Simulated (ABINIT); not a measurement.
The system is Bi.

```
Bi
1.0
    -1.98143    1.98143    1.98143
     1.98143   -1.98143    1.98143
     1.98143    1.98143   -1.98143
Bi
1
Direct
  0.00000 0.00000 0.00000
```

This isn't the form of Bi at room conditions, which is rhombohedral.

Base run:

```yaml
Program: ABINIT 10.8.3 (patched build)
Functional: LDA
Potentials_or_basis: PseudoDojo NC SR LDA v0.4 stringent
Cutoff: 871 eV
k_mesh: 7 × 7 × 7
Occupations: fermi-dirac, width 0.05 eV
Spin: no spin polarisation
```

Its results: pressure -7.2 GPa.

**Question.** The run is repeated on the same cell with these changes: k mesh from 7 × 7 × 7 to 12 × 12 × 12, with 2 shifts; occupations from fermi-dirac, width 0.05 eV to cold (ABINIT), width 0.2 eV. What comes out?

**Answer.** Pressure -8.3 GPa.
